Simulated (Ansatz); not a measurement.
Crystal: Br.

```
Br
1.0
     3.36325   -2.32255    0.00000
     3.36325    2.32255    0.00000
     0.00000    0.00000    8.70230
Br
4
Direct
  0.36510 0.63490 0.39010
  0.13490 0.86510 0.89010
  0.63490 0.36510 0.60990
  0.86510 0.13490 0.10990
```

```yaml
Program: Ansatz 0.2.0
Task: single point
Functional: PBEsol
Potentials_or_basis: all-electron LAPW, scalar-relativistic
Cutoff: 348 eV (chosen from the basis error)
Basis_error_allowed: 0.001 eV/atom
k_mesh: 7 × 7 × 3
Occupations: fermi-dirac, width 0.05 eV
Spin: no spin polarisation
```

On this cell: pressure 0.1 GPa; largest force 0.722 eV/Å; band gap on the k mesh 1.85 eV, indirect (least direct gap 1.86 eV).

The same run follows on a disturbed copy (atoms moved at random, drawn with an rms of 0.05 Å):

```
Br
1.0
     3.36325   -2.32255    0.00000
     3.36325    2.32255    0.00000
     0.00000    0.00000    8.70230
Br
4
Direct
  0.36210 0.64457 0.38555
  0.13829 0.86548 0.88671
  0.62662 0.35413 0.61351
  0.86227 0.12977 0.10185
```

**Question.** What does the disturbed cell give?

**Answer.** The energy moves by +4.9 meV/atom; pressure -0.3 GPa; largest force 1.253 eV/Å; band gap on the k mesh 1.66 eV, indirect (least direct gap 1.72 eV).

Forces on the atoms (eV/Å):
```
Br  -0.061 -0.166  0.134
Br  -0.025 -0.574 -1.091
Br   0.070  0.173 -0.161
Br   0.015  0.567  1.117
```

Stress tensor (GPa, compression positive):
```
 0.07 -0.05  0.00
-0.05 -0.95  1.93
 0.00  1.93 -0.17
```

Caveats: an odd mesh through Γ misses points on the zone boundary, where band edges often lie.
